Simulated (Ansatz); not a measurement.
A run of Ansatz 0.2.0:

The input input.yaml:

```yaml
crystal:
  lattice:
    - [2.95, 0.0, 0.0]
    - [-1.475, 2.5547749412, 0.0]
    - [0.0, 0.0, 4.68]
  atoms:
    - { symbol: Ti, position: [0.6666666667, 0.3333333333, 0.75] }
    - { symbol: Ti, position: [0.3333333333, 0.6666666667, 0.25] }
kpoints:
  mp_grid: { grid: [10, 10, 6] }
scf:
  occupations: { method: fermi_dirac, width: 0.05 }
hamiltonian:
  xc: pbesol
  pseudopotentials: { kind: all_electron, lapw: { basis_error: 0.001 } }
output:
  forces: true
  stress: true
relax:
  f_tol: 0.005
  max_steps: 60
  cell: { p_target: 10 }
```

Potentials or basis: all-electron LAPW, scalar-relativistic.

Run with:

```console
$ ansatz run input.yaml --threads 1 --pin off --max-ram 3072MiB --backend cpu --events-out ev --progress --plain --runs-dir out
```

Hardware: 1 thread of Intel(R) Xeon(R) Platinum 8175M CPU @ 2.50GHz (Skylake/Cascade Lake) (shared host).

Task: Estimate the wall time of this run.

Result: Wall time 33 s on 1 thread of Intel(R) Xeon(R) Platinum 8175M CPU @ 2.50GHz (Skylake/Cascade Lake) (shared host), peak memory 0.36 GiB. Counts: scf iterations 23, plane waves 287, k points 56, bands 16, ion steps 6.
